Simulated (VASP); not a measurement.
# LiF in VASP: one cell, several levels of theory

Aim: gap, levels, forces and stress of LiF built on the zincblende prototype, under +1.5 % biaxial strain in x and y, free along z at fixed geometry. Runs: PBE, r2SCAN. This is a trial cell built on a prototype, not taken from a measured structure, and it needn't be the compound's ground state.

Program: VASP 6.6.1. PAW datasets, plane waves. Computed, not measured; no magnetism was allowed, and the structure may never have been made.

**1. Starting point**

The cell comes from an earlier relaxation with r2SCAN in another program, then strained, with the atoms relaxed again.

Space group I-4m2 (No. 119), tetragonal; conventional cell a = 3.078 Å, c = 4.193 Å, 9.93 Å³ an atom. Near Li stand 4 F at 1.86 Å; near F stand 4 Li at 1.86 Å.

As a file:

```
CELL_PARAMETERS angstrom
0.00000 2.17678 2.09665
2.17678 0.00000 2.09665
2.17678 2.17678 0.00000
ATOMIC_POSITIONS crystal
Li 0.00000 0.00000 0.00000
F 0.25000 0.25000 0.25000
```

**2. PBE**

Input file INCAR:

```
ENCUT = 520.000000
SIGMA = 0.020000
EDIFF = 1.00e-07
GGA = PE
PREC = Accurate
IBRION = -1
ISIF = 2
ISMEAR = -1
NBANDS = 12
NELM = 120
NSW = 0
LASPH = .TRUE.
LCHARG = .FALSE.
LWAVE = .FALSE.
LREAL = .FALSE.
```

Input file KPOINTS:

```
KPOINTS created by Atomic Simulation Environment
0
Gamma
10 10 10
0 0 0
```

Input file KPOINTS_OPT:

```
special points
6
Reciprocal
0.0000000000 0.0000000000 0.0000000000 1
-0.5000000000 -0.5000000000 0.0000000000 1
-0.3750000000 -0.3750000000 0.2500000000 1
-0.3750000000 0.0000000000 0.3750000000 1
0.0000000000 0.0000000000 0.5000000000 1
-0.5000000000 -0.2500000000 0.2500000000 1
```

Input file POSCAR:

```
Li F
 1.0000000000000000
     0.0000000000000000    2.1767797081000002    2.0966475590000000
     2.1767797081000002    0.0000000000000000    2.0966475590000000
     2.1767797081000002    2.1767797081000002    0.0000000000000000
 Li  F
   1   1
Cartesian
  0.0000000000000000  0.0000000000000000  0.0000000000000000
  1.0883898540500003  1.0883898540500003  1.0483237795000000
```

The run uses the recommended PBE PAW datasets (10 valence electrons a neutral cell).

Command:

```bash
mpirun -np 1 vasp_std
```

Standard output, without the iteration lines:

```text
POSCAR found type information on POSCAR LiF
 POSCAR found :  2 types and       2 ions
 LDA part: xc-table for (Slater+PW92), standard interpolation
 POSCAR, INCAR and KPOINTS ok, starting setup
 FFT: planning ... GRIDC
 FFT: planning ... GRID_SOFT
 FFT: planning ... GRID
 WAVECAR not read
 entering main loop
 Start KPOINTS_OPT (optional k-point list driver)
k-point batch [1-6\6]
```

OSZICAR:

```text
N       E                     dE             d eps       ncg     rms          rms(c)
DAV:   1     0.334546465169E+02    0.33455E+02   -0.52394E+03  2480   0.825E+02
DAV:   2    -0.902145394205E+01   -0.42476E+02   -0.41573E+02  2972   0.185E+02
DAV:   3    -0.103097382903E+02   -0.12883E+01   -0.12839E+01  3164   0.290E+01
DAV:   4    -0.103300911151E+02   -0.20353E-01   -0.20352E-01  2896   0.408E+00
DAV:   5    -0.103304072411E+02   -0.31613E-03   -0.31612E-03  3252   0.397E-01    0.522E+00
DAV:   6    -0.958862632476E+01    0.74178E+00   -0.35152E+00  2672   0.115E+01    0.163E+00
DAV:   7    -0.959997844673E+01   -0.11352E-01   -0.25589E-02  2888   0.143E+00    0.101E+00
DAV:   8    -0.961910315054E+01   -0.19125E-01   -0.27113E-02  2804   0.159E+00    0.187E-01
DAV:   9    -0.961902450514E+01    0.78645E-04   -0.14360E-03  3064   0.313E-01    0.716E-02
DAV:  10    -0.961943058579E+01   -0.40608E-03   -0.69103E-04  2812   0.189E-01    0.378E-02
DAV:  11    -0.961942154992E+01    0.90359E-05   -0.33771E-05  2876   0.501E-02    0.827E-03
DAV:  12    -0.961942274795E+01   -0.11980E-05   -0.31387E-06  2900   0.155E-02    0.171E-03
DAV:  13    -0.961942271103E+01    0.36920E-07   -0.17972E-07  3016   0.330E-03
   1 F= -.96194227E+01 E0= -.96194227E+01  d E =-.235585E-13
       N       E                     dE             ncg
DAV:   1     0.676490281913E+03   -0.30546E+04      152
DAV:   2     0.448440574870E+03   -0.22805E+03      180
DAV:   3     0.441544504293E+03   -0.68961E+01      188
DAV:   4     0.441459346299E+03   -0.85158E-01      160
DAV:   5     0.441458697382E+03   -0.64892E-03      180
DAV:   6     0.441458676518E+03   -0.20864E-04      168
DAV:   7     0.441458676331E+03   -0.18640E-06      164
DAV:   8     0.441458676328E+03   -0.37073E-08      132
```

The lines after F= are the extra pass for the points of KPOINTS_OPT, at fixed density; their E is not a total energy.

From OUTCAR:

```text
k-points           NKPTS =    102   k-points in BZ     NKDIM =    102   number of bands    NBANDS=     12

   NELECT =      10.0000    total number of electrons

   dimension x,y,z NGX =    24 NGY =   24 NGZ =   24
   dimension x,y,z NGXF=    48 NGYF=   48 NGZF=   48

  energy-cutoff  :      520.00
  volume of cell :       19.87
      direct lattice vectors                 reciprocal lattice vectors
     0.000000000  2.176779708  2.096647559    -0.229697106  0.229697106  0.238475941
     2.176779708  0.000000000  2.096647559     0.229697106 -0.229697106  0.238475941
     2.176779708  2.176779708  0.000000000     0.229697106  0.229697106 -0.238475941

 k-points in reciprocal lattice and weights: KPOINTS created by Atomic Simulation Env
   0.00000000  0.00000000  0.00000000       0.001
   0.10000000  0.00000000  0.00000000       0.008
   0.20000000  0.00000000  0.00000000       0.008
   0.30000000  0.00000000  0.00000000       0.008
   0.40000000  0.00000000  0.00000000       0.008
   0.50000000  0.00000000  0.00000000       0.004
   0.10000000  0.10000000  0.00000000       0.002
   0.20000000  0.10000000  0.00000000       0.008
[... 94 more k-points ...]

 E-fermi :  -2.0057

 k-point     1 :       0.0000    0.0000    0.0000
  band No.  band energies     occupation
      1     -42.9212      2.00000
      2     -21.8893      2.00000
      3      -2.5783      2.00000
      4      -2.5783      2.00000
      5      -2.5216      2.00000
      6       5.3174      0.00000
      7      16.8608      0.00000
      8      16.8891      0.00000
      9      16.8892      0.00000
     10      25.1706      0.00000
     11      25.1706      0.00000
     12      26.1444      0.00000

 k-point     2 :       0.1000    0.0000    0.0000
  band No.  band energies     occupation
      1     -42.9177      2.00000
      2     -21.8726      2.00000
      3      -2.7816      2.00000
      4      -2.6082      2.00000
      5      -2.5604      2.00000
      6       5.6020      0.00000
      7      16.6260      0.00000
      8      16.9180      0.00000
      9      16.9689      0.00000
     10      23.8570      0.00000
     11      23.9342      0.00000
     12      25.0159      0.00000

 k-point     3 :       0.2000    0.0000    0.0000
  band No.  band energies     occupation
      1     -42.9085      2.00000
      2     -21.8284      2.00000
      3      -3.3172      2.00000
      4      -2.6851      2.00000
      5      -2.6182      2.00000
      6       6.3748      0.00000
      7      15.7857      0.00000
      8      16.8834      0.00000
      9      17.1060      0.00000
     10      22.9978      0.00000
     11      23.2276      0.00000
     12      24.0481      0.00000

 k-point     4 :       0.3000    0.0000    0.0000
  band No.  band energies     occupation
      1     -42.8970      2.00000
      2     -21.7716      2.00000
      3      -3.9216      2.00000
      4      -2.7776      2.00000
      5      -2.6852      2.00000
      6       7.4713      0.00000
      7      14.4673      0.00000
      8      16.6451      0.00000
      9      17.0816      0.00000
     10      23.0335      0.00000
     11      23.2345      0.00000
     12      23.9520      0.00000

 k-point     5 :       0.4000    0.0000    0.0000
  band No.  band energies     occupation
      1     -42.8877      2.00000
      2     -21.7243      2.00000
      3      -4.3749      2.00000
      4      -2.8504      2.00000
      5      -2.7377      2.00000
      6       8.6679      0.00000
      7      13.0904      0.00000
      8      16.3495      0.00000
      9      16.9159      0.00000
     10      23.4870      0.00000
     11      23.5338      0.00000
     12      24.1650      0.00000

 k-point     6 :       0.5000    0.0000    0.0000
  band No.  band energies     occupation
      1     -42.8842      2.00000
      2     -21.7061      2.00000
      3      -4.5413      2.00000
      4      -2.8778      2.00000
      5      -2.7575      2.00000
      6       9.3507      0.00000
      7      12.3457      0.00000
      8      16.2233      0.00000
      9      16.8262      0.00000
     10      23.5227      0.00000
     11      23.8144      0.00000
     12      24.3637      0.00000

 k-point     7 :       0.1000    0.1000    0.0000
  band No.  band energies     occupation
      1     -42.9162      2.00000
      2     -21.8641      2.00000
      3      -2.7310      2.00000
      4      -2.6644      2.00000
      5      -2.6644      2.00000
      6       5.7030      0.00000
      7      16.7463      0.00000
      8      16.7463      0.00000
      9      16.9646      0.00000
     10      22.4837      0.00000
     11      26.0938      0.00000
     12      26.0938      0.00000

 k-point     8 :       0.2000    0.1000    0.0000
  band No.  band energies     occupation
      1     -42.9088      2.00000
      2     -21.8271      2.00000
      3      -3.1650      2.00000
      4      -2.7625      2.00000
      5      -2.6727      2.00000
      6       6.2885      0.00000
      7      16.1818      0.00000
      8      16.6464      0.00000
      9      17.2291      0.00000
     10      20.9363      0.00000
     11      25.1709      0.00000
     12      25.5780      0.00000

 k-point     9 :       0.3000    0.1000    0.0000
  band No.  band energies     occupation
      1     -42.8980      2.00000
      2     -21.7737      2.00000
      3      -3.7431      2.00000
      4      -2.8629      2.00000
      5      -2.7135      2.00000
      6       7.2376      0.00000
      7      14.9229      0.00000
      8      16.5067      0.00000
      9      17.3310      0.00000
     10      20.6923      0.00000
     11      24.7019      0.00000
     12      25.4529      0.00000

 k-point    10 :       0.4000    0.1000    0.0000
  band No.  band energies     occupation
      1     -42.8881      2.00000
      2     -21.7240      2.00000
      3      -4.2310      2.00000
      4      -2.9280      2.00000
      5      -2.7812      2.00000
      6       8.3882      0.00000
      7      13.4372      0.00000
      8      16.3357      0.00000
      9      17.1513      0.00000
     10      21.1729      0.00000
     11      24.5780      0.00000
     12      25.8309      0.00000

 k-point    11 :       0.5000    0.1000    0.0000
  band No.  band energies     occupation
      1     -42.8828      2.00000
      2     -21.6980      2.00000
      3      -4.4758      2.00000
      4      -2.9350      2.00000
      5      -2.8457      2.00000
      6       9.3702      0.00000
      7      12.2758      0.00000
      8      16.2709      0.00000
      9      16.9475      0.00000
     10      21.6891      0.00000
     11      24.2396      0.00000
     12      26.3224      0.00000

 k-point    12 :      -0.4000    0.1000    0.0000
  band No.  band energies     occupation
      1     -42.8842      2.00000
      2     -21.7071      2.00000
      3      -4.4097      2.00000
      4      -2.8821      2.00000
      5      -2.8795      2.00000
      6       9.1369      0.00000
      7      12.4867      0.00000
      8      16.4316      0.00000
      9      16.8611      0.00000
     10      22.0974      0.00000
     11      23.3583      0.00000
     12      26.6935      0.00000

 k-point    13 :      -0.3000    0.1000    0.0000
  band No.  band energies     occupation
      1     -42.8917      2.00000
      2     -21.7471      2.00000
      3      -4.0552      2.00000
      4      -2.8656      2.00000
      5      -2.7879      2.00000
      6       8.0040      0.00000
      7      13.7732      0.00000
      8      16.8133      0.00000
      9      16.8418      0.00000
     10      22.2527      0.00000
     11      22.3414      0.00000
     12      26.8562      0.00000

 k-point    14 :      -0.2000    0.1000    0.0000
  band No.  band energies     occupation
      1     -42.9026      2.00000
      2     -21.8019      2.00000
      3      -3.5272      2.00000
      4      -2.7994      2.00000
      5      -2.6865      2.00000
      6       6.8728      0.00000
      7      15.2401      0.00000
      8      16.7881      0.00000
      9      17.1781      0.00000
     10      21.6427      0.00000
     11      22.2660      0.00000
     12      27.1803      0.00000

 k-point    15 :      -0.1000    0.1000    0.0000
  band No.  band energies     occupation
      1     -42.9125      2.00000
      2     -21.8494      2.00000
      3      -3.0338      2.00000
      4      -2.6798      2.00000
      5      -2.6170      2.00000
      6       6.0208      0.00000
      7      16.3636      0.00000
      8      16.7604      0.00000
      9      17.1619      0.00000
     10      22.1980      0.00000
     11      22.4885      0.00000
     12      27.4144      0.00000

[... the tables of k-points 16 to 102 left out ...]

  Total        0.2692282      0.2692282      0.3341515      0.0000000     -0.0000000      0.0000000
  in kB       21.7093429     21.7093429     26.9444693      0.0000000     -0.0000000      0.0000000
  external PRESSURE =      23.4543851 kB  Pullay stress =       0.0000000 kB

 POSITION                                       TOTAL-FORCE (eV/Angst)
 -----------------------------------------------------------------------------------
      0.00000      0.00000      0.00000         0.000000      0.000000     -0.000000
      1.08839      1.08839      1.04832        -0.000000     -0.000000      0.000000
 -----------------------------------------------------------------------------------
    total drift:                               -0.000000     -0.000000     -0.000000

  FREE ENERGIE OF THE ION-ELECTRON SYSTEM (eV)
  ---------------------------------------------------
  free  energy   TOTEN  =        -9.6194227110 eV

  energy  without entropy=       -9.6194227110  energy(sigma->0) =       -9.61942271
```

It took 31 s on 1 MPI rank of Intel Xeon Platinum 8488C, shared host; peak memory 0.15 GiB.

The levels at the points of KPOINTS_OPT are read from vasprun.xml.

Near the gap, in eV above the top of the last filled band v; c is the band after it:

```tsv
point	v−1	v	c	c+1
Γ	-0.06	0.00	7.84	19.38
X	-0.92	-0.92	10.58	16.06
U	-0.97	-0.74	11.72	15.02
K	-0.98	-0.61	11.74	14.91
L	-0.36	-0.24	11.87	14.87
W	-1.00	-0.81	12.02	15.58
```

Gap with PBE: 7.84 eV, direct (Γ). Pressure: 2.35 GPa; the forces vanish within 0.01 eV/Å.

[end of part 1 of 2]
